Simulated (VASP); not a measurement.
Set up this calculation in VASP 6.6.1, as the native input.

```
Task                   : dielectric tensor
Functional             : PBEsol
Potentials or basis    : VASP PAW PBE potentials, release 64 (Mg, O)
Cutoff                 : 520 eV
k mesh                 : 6 × 6 × 6
Occupations            : gaussian, width 0.02 eV
Spin                   : no spin polarisation
Ladder                 : free
Further INCAR settings : ALGO = Normal; EDIFF = 1e-08
```

The structure of MgO2 lies in POSCAR:

```
MgO2
1.0
    4.8286124700      0.0000000000      0.0000000000
    0.0000000000      4.8286124700      0.0000000000
    0.0000000000      0.0000000000      4.8286124700
Mg O
4 8
Direct
    0.0000000000      0.0000000000      0.0000000000
    0.5000000000      0.0000000000      0.5000000000
    0.5000000000      0.5000000000      0.0000000000
    0.0000000000      0.5000000000      0.5000000000
    0.5894244400      0.9105755600      0.0894244400
    0.9105755600      0.0894244400      0.5894244400
    0.0894244400      0.5894244400      0.9105755600
    0.4105755600      0.4105755600      0.4105755600
    0.5894244400      0.5894244400      0.5894244400
    0.9105755600      0.4105755600      0.0894244400
    0.0894244400      0.9105755600      0.4105755600
    0.4105755600      0.0894244400      0.9105755600
```

The cell is a database's computed one.

One way to write it, as run:

INCAR

```
  PREC = Accurate
  ENCUT = 520
  EDIFF = 1E-8
  ISMEAR = 0
  SIGMA = 0.02
  LREAL = F
  LASPH = T
  NELM = 80
  ALGO = Normal
  ISIF = 2
  LWAVE = F
  LCHARG = F
  GGA = PS
  LEPSILON = T
  KPAR = 4
```

KPOINTS

```
regular mesh
0
Gamma
  6 6 6
```

Potentials or basis: VASP PAW PBE potentials, release 64 (Mg, O).

Launch:

```sh
$ cat potpaw_PBE.64/Mg/POTCAR potpaw_PBE.64/O/POTCAR > POTCAR
$ mpirun -np 4 vasp_std > vasp.out
```

Results of the run:

| Property | Result |
| --- | --- |
| Band gap on the k mesh | 3.85 eV, indirect (least direct gap 3.98 eV) |
| Electronic dielectric tensor (diagonal) | 3.04 |
| Born charges (mean of the diagonal) | Mg +2.03; O -1.01 e |

It took 3.1 min on 4 MPI ranks on Intel(R) Xeon(R) 6975P-C (Granite Rapids), on a shared host, peak memory 0.62 GiB a rank.
